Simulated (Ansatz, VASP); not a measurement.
**Ag in VASP and in Ansatz**

Contents of INCAR:

```
SYSTEM = Ag
PREC     = Accurate       ! precision mode
ENCUT    = 520            ! plane-wave cutoff, eV
EDIFF    = 1E-6           ! SCF threshold, eV
ISMEAR   = 0              ! smearing method
SIGMA    = 0.15           ! smearing width, eV
LREAL    = .False.        ! projectors in reciprocal space
LASPH    = .True.         ! aspherical terms in the spheres
NELM     = 80             ! most SCF steps
ALGO     = Fast           ! electronic algorithm
ISIF     = 2              ! what is computed and relaxed
LWAVE    = .False.        ! write WAVECAR
LCHARG   = .False.        ! write CHGCAR
GGA      = PE             ! functional
NBANDS   = 12             ! bands
```

The input KPOINTS:

```
Automatic mesh
0
Gamma
  24 24 24
  0 0 0
```

The input POSCAR:

```
Ag
1.0
    0.0000000000      1.9958358603      2.0735956990
    1.9958358603      0.0000000000      2.0735956990
    1.9958358603      1.9958358603      0.0000000000
Ag
1
Direct
    0.0000000000      0.0000000000      0.0000000000
```

Input for Ansatz:

```yaml
crystal:
  lattice:
    - [0.0, 1.9958358603, 2.073595699]
    - [1.9958358603, 0.0, 2.073595699]
    - [1.9958358603, 1.9958358603, 0.0]
  atoms:
    - { symbol: Ag, position: [0.0, 0.0, 0.0] }
basis:
  ecutwfc: 420
kpoints:
  mp_grid: { grid: [24, 24, 24] }
hamiltonian:
  xc: pbe
scf:
  occupations: { method: gaussian, width: 0.15 }
output:
  forces: true
  stress: true
  eigenvalues: true
```

Change from the starting cell: strain -0.0375 x Voigt [1, 1, 0, 0, 0, 0], atoms carried along.

Alike in both runs: task single point; functional PBE; k mesh 24 × 24 × 24; occupations gaussian, width 0.15 eV; no spin polarisation.

```csv
,VASP,Ansatz
version,VASP 6.6.1,Ansatz 0.2.0
potentials or method,"VASP PAW PBE potentials, release 64 (Ag)","scalar-relativistic, plane waves, PAW"
plane-wave cutoff (eV),520,420
valence electrons in the cell,11,19
```

```csv
,VASP,Ansatz,Ansatz less VASP
gap on the k mesh at the Fermi level (eV),none,none,-
pressure (GPa),8.6,8.8,+0.16
largest component of the traceless stress (GPa),1.35,1.36,+0.008
```

A gap of «none» marks a metal or a gap that the smearing closes. The two sets of potentials don't hold the same shells in valence.
